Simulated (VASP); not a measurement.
# TePb (P1) in VASP: a series of runs

The runs below take TePb through single point, with PBEsol.

Program: VASP 6.6.1. These are calculated values, not measurements. Logs are shortened: lines on timing, memory, paths and dates and some standing lists are left out, and cuts for length are marked.

### 1 The cell of the first run

The typed cell holds 2 atoms: a = 4.569 Å, b = 4.569 Å, c = 4.569 Å, α = 60.00°, β = 60.00°, γ = 60.00°.

### 2 Single point, PBEsol (atoms shaken by about 0.25 Å, then relaxed in the fixed cell)

INCAR

```
ALGO = Fast
EDIFF = 1E-7
ENCUT = 520
GGA = PS
ISIF = 2
ISMEAR = -1
LASPH = T
LCHARG = F
LREAL = F
LWAVE = F
NBANDS = 17
NELM = 100
PREC = Accurate
SIGMA = 0.05
```

KPOINTS

```
k-points
0
Gamma
  6 6 6
```

POSCAR

```
TePb
1.0
    0.0000000000      3.2310000000      3.2310000000
    3.2310000000      0.0000000000      3.2310000000
    3.2310000000      3.2310000000      0.0000000000
Te Pb
1 1
Direct
    0.4826264446      0.4760238348      0.4893224179
   -0.0153628046     -0.0235875648     -0.0168945579
```

Potentials or basis: VASP PAW PBE potentials, release 64 (Te, Pb_d).

Command:

```bash
cat potpaw_PBE.64/Te/POTCAR potpaw_PBE.64/Pb_d/POTCAR > POTCAR
mpirun -np 1 vasp_std > vasp.out
```

OUTCAR:

```text
EDIFF = 1E-7
   ENCUT = 520
   GGA = PS
   ISIF = 2
   ISMEAR = -1
   LASPH = T
   LREAL = F
   NELM = 100
   PREC = Accurate

 ion  position               nearest neighbor table
   1  0.483  0.476  0.489-   2 3.21   2 3.22   2 3.22   2 3.24   2 3.24   2 3.25
   2  0.985  0.976  0.983-   1 3.21   1 3.22   1 3.22   1 3.24   1 3.24   1 3.25

  LATTYP: Found a face centered cubic cell.
 ALAT       =     6.4620000000

  Lattice vectors:

 A1 = (   0.0000000000,   3.2310000000,   3.2310000000)
 A2 = (   3.2310000000,   0.0000000000,   3.2310000000)
 A3 = (   3.2310000000,   3.2310000000,   0.0000000000)

Analysis of symmetry for initial positions (statically):
=====================================================================
 Subroutine PRICEL returns:
 Original cell was already a primitive cell.

 Routine SETGRP: Setting up the symmetry group for a
 face centered cubic supercell.

 Subroutine GETGRP returns: Found  1 space group operations
 (whereof  1 operations were pure point group operations)
 out of a pool of 48 trial point group operations.

The static configuration has the point symmetry C_1 .

Analysis of symmetry for dynamics (positions and initial velocities):
=====================================================================
 Subroutine PRICEL returns:
 Original cell was already a primitive cell.

 Routine SETGRP: Setting up the symmetry group for a
 face centered cubic supercell.

 Subroutine GETGRP returns: Found  1 space group operations
 (whereof  1 operations were pure point group operations)
 out of a pool of 48 trial point group operations.

The dynamic configuration has the point symmetry C_1 .

 Subroutine INISYM returns: Found  1 space group operations
 (whereof  1 operations are pure point group operations),
 and found     1 'primitive' translations

----------------------------------------------------------------------------------------

                                     Primitive cell

  volume of cell :      67.4592

  direct lattice vectors                    reciprocal lattice vectors
     0.000000000  3.231000000  3.231000000    -0.154750851  0.154750851  0.154750851
     3.231000000  0.000000000  3.231000000     0.154750851 -0.154750851  0.154750851
     3.231000000  3.231000000  0.000000000     0.154750851  0.154750851 -0.154750851

  length of vectors
     4.569324020  4.569324020  4.569324020     0.268036337  0.268036337  0.268036337

  position of ions in fractional coordinates (direct lattice)
     0.482626445  0.476023835  0.489322418
     0.984637195  0.976412435  0.983105442

  ion indices of the primitive-cell ions
   primitive index   ion index
                 1           1
                 2           2

----------------------------------------------------------------------------------------

 KPOINTS: k-points

Automatic generation of k-mesh.
 Grid dimensions read from file:
 generate k-points for:    6    6    6

 Generating k-lattice:

  Cartesian coordinates                     Fractional coordinates (reciprocal lattice)
    -0.025791809  0.025791809  0.025791809     0.166666667  0.000000000  0.000000000
     0.025791809 -0.025791809  0.025791809     0.000000000  0.166666667  0.000000000
     0.025791809  0.025791809 -0.025791809     0.000000000  0.000000000  0.166666667

  Length of vectors
     0.044672723  0.044672723  0.044672723

  Shift w.r.t. Gamma in fractional coordinates (k-lattice)
     0.000000000  0.000000000  0.000000000

 Subroutine IBZKPT returns following result:
 ===========================================

 Found    112 irreducible k-points:

 Following reciprocal coordinates:
            Coordinates               Weight
  0.000000  0.000000  0.000000      1.000000
  0.166667  0.000000  0.000000      2.000000
  0.000000  0.166667  0.000000      2.000000
  0.000000  0.000000  0.166667      2.000000
  0.166667  0.166667  0.166667      2.000000
  0.333333  0.000000  0.000000      2.000000
[... 16 lines left out ...]
  0.166667 -0.166667 -0.166667      2.000000
  0.333333  0.333333  0.166667      2.000000
 [... further k-points ...]
   k-points           NKPTS =    112   k-points in BZ     NKDIM =    112   number of bands    NBANDS=     17
   number of dos      NEDOS =    301   number of ions     NIONS =      2
   total plane-waves  NPLWV =  46656
   dimension x,y,z NGX =    36 NGY =   36 NGZ =   36
   dimension x,y,z NGXF=    72 NGYF=   72 NGZF=   72
   ions per type =               1   1
   NGX,Y,Z   is equivalent  to a cutoff of  13.10, 13.10, 13.10 a.u.
   NGXF,Y,Z  is equivalent  to a cutoff of  26.20, 26.20, 26.20 a.u.
 SYSTEM =  unknown system
   PREC   = accura    normal or accurate (medium, high low for compatibility)
   ISTART =      0    job   : 0-new  1-cont  2-samecut
   ICHARG =      2    charge: 1-file 2-atom 10-const
   ISPIN  =      1    spin polarized calculation?
   LNONCOLLINEAR =      F non collinear calculations
   LSORBIT =      F    spin-orbit coupling
   LASPH  =      T    aspherical Exc in radial PAW
   ENCUT  =  520.0 eV  38.22 Ry    6.18 a.u.   8.50  8.50  8.50*2*pi/ulx,y,z
   NELM   =    100;   NELMIN=  2; NELMDL= -5     # of ELM steps
   EDIFF  = 0.1E-06   stopping-criterion for ELM
   LREAL  =      F    real-space projection
   EDIFFG = 0.1E-05   stopping-criterion for IOM
   NSW    =      0    number of steps for IOM
   IBRION =     -1    ionic relax: 0-MD 1-quasi-New 2-CG
   NFREE  =      0    steps in history (QN), initial steepest desc. (CG)
   ISIF   =      2    stress and relaxation
   ISYM   =      2    0-nonsym 1-usesym 2-fastsym
   POTIM  = 0.5000    time-step for ionic-motion
   TEBEG  =    0.0;   TEEND  =   0.0 temperature during run
   PSTRESS=    0.0 pullay stress
   NELECT =      20.0000    total number of electrons
   NUPDOWN=      -1.0000    fix difference up-down
   EMIN   =  10.00;   EMAX   =-10.00  energy-range for DOS
   EFERMI =   0.00;   METHOD = LEGACY
   ISMEAR =    -1;   SIGMA  =   0.05  broadening in eV -4-tet -1-fermi 0-gaus
   EFERMI_NEDOS =   21; number of points for ismear=-14 and -15
   IALGO  =     68    algorithm
   IMIX   =      4    mixing-type and parameters
     AMIX     =   0.40;   BMIX     =  1.00
     AMIX_MAG =   1.60;   BMIX_MAG =  1.00
  volume/ion in A,a.u.               =      33.73       227.62
  Fermi-wavevector in a.u.,A,eV,Ry     =   1.091619  2.062861 16.213147  1.191633
  Thomas-Fermi vector in A             =   2.227868
   LORBIT       =      0    0 simple, 1 ext, 2 COOP (PROOUT), +10 PAW based schemes
   GGA     = PS    functional components
   LHFCALC =     F    Hartree Fock is set to
   AEXX    =    0.0000 exact exchange contribution
   IVDW    =     0    specifies the selected vdW correction
   LEPSILON=     F    determine dielectric tensor
   LRPA    =     F    only Hartree local field effects (RPA)
 non-spin polarized calculation
 RMM-DIIS sequential band-by-band and
  energy-cutoff  :      520.00
  volume of cell :       67.46
 maximum number of plane-waves:      1853
 NGX is ok and might be reduce to    36
   NGX = 17   NGY = 17   NGZ = 17

 number of electron      20.0000001 magnetization

 Free energy of the ion-electron system (eV)
  ---------------------------------------------------
  ext. energy  EPLUGINS =         0.00000000
  ---------------------------------------------------
  free energy    TOTEN  =        -8.25936564 eV

  energy without entropy =       -8.25932933  energy(sigma->0) =       -8.25934749

 E-fermi :   5.7948     XC(G=0):  -9.4706

 val. band max:        5.4584656359   @ k =   0.0000   0.5000   0.0000
 cond. band min:       6.1279117334   @ k =   0.0000   0.5000   0.0000
 fundamental gap:      0.6694460975
 Fermi energy:         5.7947707664

 k-point     1 :       0.0000    0.0000    0.0000
  band No.  band energies     occupation
      1     -11.1697      2.00000
      2     -11.1697      2.00000
      3     -11.1588      2.00000
      4     -11.1588      2.00000
      5     -11.1588      2.00000
      6      -6.5742      2.00000
[... 9 lines left out ...]
     16      11.2215      0.00000
     17      12.7218      0.00000

 k-point     2 :       0.1667    0.0000    0.0000
  band No.  band energies     occupation
      1     -11.1731      2.00000
      2     -11.1730      2.00000
      3     -11.1581      2.00000
      4     -11.1549      2.00000
      5     -11.1548      2.00000
      6      -6.3371      2.00000
[... 9 lines left out ...]
     16      11.7282      0.00000
     17      14.5163      0.00000

 k-point     3 :       0.0000    0.1667    0.0000
  band No.  band energies     occupation
      1     -11.1731      2.00000
      2     -11.1730      2.00000
      3     -11.1581      2.00000
      4     -11.1549      2.00000
      5     -11.1548      2.00000
      6      -6.3371      2.00000
[... 9 lines left out ...]
     16      11.7281      0.00000
     17      14.3644      0.00000

 k-point     4 :       0.0000    0.0000    0.1667
  band No.  band energies     occupation
      1     -11.1730      2.00000
      2     -11.1730      2.00000
      3     -11.1581      2.00000
      4     -11.1548      2.00000
      5     -11.1548      2.00000
      6      -6.3372      2.00000
[... 9 lines left out ...]
     16      11.7282      0.00000
     17      14.3604      0.00000
[... 343 lines left out ...]
      1     -11.1927      2.00000
      2     -11.1699      2.00000
      3     -11.1605      2.00000
      4     -11.1468      2.00000
      5     -11.1440      2.00000
      6      -5.7508      2.00000
[... 9 lines left out ...]
     16      13.8955      0.00000
     17      15.3359      0.00000

 k-point    23 :       0.1667   -0.1667   -0.1667
  band No.  band energies     occupation
      1     -11.1927      2.00000
      2     -11.1699      2.00000
      3     -11.1606      2.00000
      4     -11.1468      2.00000
      5     -11.1440      2.00000
      6      -5.7507      2.00000
[... 9 lines left out ...]
     16      13.8956      0.00000
     17      15.1466      0.00000

 k-point    24 :       0.3333    0.3333    0.1667
  band No.  band energies     occupation
      1     -11.1927      2.00000
      2     -11.1699      2.00000
      3     -11.1605      2.00000
      4     -11.1468      2.00000
      5     -11.1440      2.00000
      6      -5.7508      2.00000
[... 9 lines left out ...]
     16      13.8948      0.00000
     17      15.2632      0.00000

 [... further k-points ...]

------------------------ aborting loop because EDIFF is reached ----------------------------------------

  FORCE on cell =-STRESS in cart. coord.  units (eV):
  Direction    XX          YY          ZZ          XY          YZ          ZX
  --------------------------------------------------------------------------------------
  -------------------------------------------------------------------------------------
  Total       -0.1669222     -0.1697292     -0.1716735      0.0009510     -0.0003540     -0.0005372
  in kB       -3.9644579     -4.0311261     -4.0773030      0.0225863     -0.0084077     -0.0127588
  external PRESSURE =      -4.0242957 kB  Pullay stress =       0.0000000 kB

 VOLUME and BASIS-vectors are now :
 -----------------------------------------------------------------------------
  energy-cutoff  :      520.00
  volume of cell :       67.46
      direct lattice vectors                 reciprocal lattice vectors
     0.000000000  3.231000000  3.231000000    -0.154750851  0.154750851  0.154750851
     3.231000000  0.000000000  3.231000000     0.154750851 -0.154750851  0.154750851
     3.231000000  3.231000000  0.000000000     0.154750851  0.154750851 -0.154750851

 POSITION                                       TOTAL-FORCE (eV/Angst)
 -----------------------------------------------------------------------------------
      3.11903      3.14037      3.09740        -0.004955     -0.003628      0.002025
      6.33120      6.35778      6.33615         0.004955      0.003628     -0.002025
 -----------------------------------------------------------------------------------
    total drift:                               -0.000004      0.000142     -0.000003

  FREE ENERGIE OF THE ION-ELECTRON SYSTEM (eV)
  ---------------------------------------------------
  free  energy   TOTEN  =        -8.2593656419 eV

  energy  without entropy=       -8.2593293313  energy(sigma->0) =       -8.25934749
```

Run time: 3.2 min. Hardware: 1 thread of AMD EPYC 7R13 (Zen 3), shared host; peak memory 0.27 GiB.

What came out:

| Property | Result |
| --- | --- |
| Free energy | -8.2594 eV |
| Pressure | -0.4 GPa |
| Largest force | 0.006 eV/Å |
| Band gap on the k mesh | 0.67 eV, direct |

Forces on the atoms (eV/Å):
```
Te  -0.005 -0.004  0.002
Pb   0.005  0.004 -0.002
```

Levels at points of the mesh, in eV from the valence-band top:
```
           k point  band 6  band 7  band 8  band 9  band 10  band 11  band 12  band 13  band 14  band 15
(0.00, 0.00, 0.00)  -12.03   -5.61   -1.33   -1.33    -1.33     4.05     4.06     4.06     5.76     5.76
(0.50, 0.00, 0.00)  -10.59   -8.60   -0.87   -0.87     0.00     0.67     1.25     1.25     8.29     9.20
(0.00, 0.50, 0.00)  -10.59   -8.60   -0.87   -0.87     0.00     0.67     1.25     1.25     8.29     9.19
(0.00, 0.00, 0.50)  -10.59   -8.60   -0.87   -0.87     0.00     0.67     1.25     1.25     8.28     9.20
(0.50, 0.50, 0.50)  -10.59   -8.60   -0.87   -0.87     0.00     0.67     1.25     1.25     8.29     9.20
(0.50, 0.50, 0.00)  -10.34   -7.31   -4.52   -2.80    -2.80     3.21     5.46     5.47     6.68    10.13
(0.00, 0.50, 0.50)  -10.34   -7.31   -4.52   -2.80    -2.80     3.21     5.46     5.47     6.69    10.13
(0.50, 0.00, 0.50)  -10.34   -7.31   -4.52   -2.80    -2.80     3.21     5.46     5.47     6.69    10.13
```

Caveat: the PAW data sets were made with another functional, which shifts forces and pressure a little; spin-orbit coupling is left out, which as a rule narrows the gap of such compounds by several tenths of an eV. A k mesh can miss the band edges.

[end of part 1 of 2]
